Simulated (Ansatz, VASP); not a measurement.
# One calculation of NaF, two programs

INCAR

```
SYSTEM = NaF
  ALGO = Normal
  EDIFF = 1E-6
  ENCUT = 520
  GGA = PE
  ISIF = 2
  ISMEAR = 0
  LASPH = .TRUE.
  LCHARG = .FALSE.
  LREAL = .FALSE.
  LWAVE = .FALSE.
  NBANDS = 14
  NELM = 60
  PREC = Accurate
  SIGMA = 0.02
```

Contents of KPOINTS:

```
k-points
0
G
  8 8 8
  0 0 0
```

The input POSCAR:

```
NaF
1.0
    0.0000000000      2.3730101266      2.3730101266
    2.3730101266      0.0000000000      2.3730101266
    2.3730101266      2.3730101266      0.0000000000
Na F
1 1
Direct
    0.0000000000      0.0000000000      0.0000000000
    0.5000000000      0.5000000000      0.5000000000
```

Input for Ansatz:

```yaml
crystal:
  lattice:
    - [0.0, 2.3730101266, 2.3730101266]
    - [2.3730101266, 0.0, 2.3730101266]
    - [2.3730101266, 2.3730101266, 0.0]
  atoms:
    - { symbol: Na, position: [0.0, 0.0, 0.0] }
    - { symbol: F, position: [0.5, 0.5, 0.5] }
basis:
  ecutwfc: 420
kpoints:
  mp_grid: { grid: [8, 8, 8] }
hamiltonian:
  xc: pbe
scf:
  occupations: { method: gaussian, width: 0.02 }
output:
  forces: true
  stress: true
  eigenvalues: true
```

Alike in both runs: task single point; functional PBE; k mesh 8 × 8 × 8; occupations gaussian, width 0.02 eV; no spin polarisation.

|  | VASP | Ansatz |
| --- | --- | --- |
| version | VASP 6.6.1 | Ansatz 0.2.0 |
| potentials or method | VASP PAW PBE potentials, release 64 (Na_pv, F) | scalar-relativistic, plane waves, PAW |
| plane-wave cutoff (eV) | 520 | 420 |
| valence electrons in the cell | 14 | 16 |

```tsv
	VASP	Ansatz	Ansatz less VASP
gap on the k mesh at the Fermi level (eV)	5.93	5.94	+0.015
least direct gap on the mesh (eV)	5.93	5.94	+0.015
pressure (GPa)	-1.4	-1.2	+0.18
```

The two sets of potentials don't hold the same shells in valence.

A hybrid or GW would open this gap; PBE tends to underestimate it.
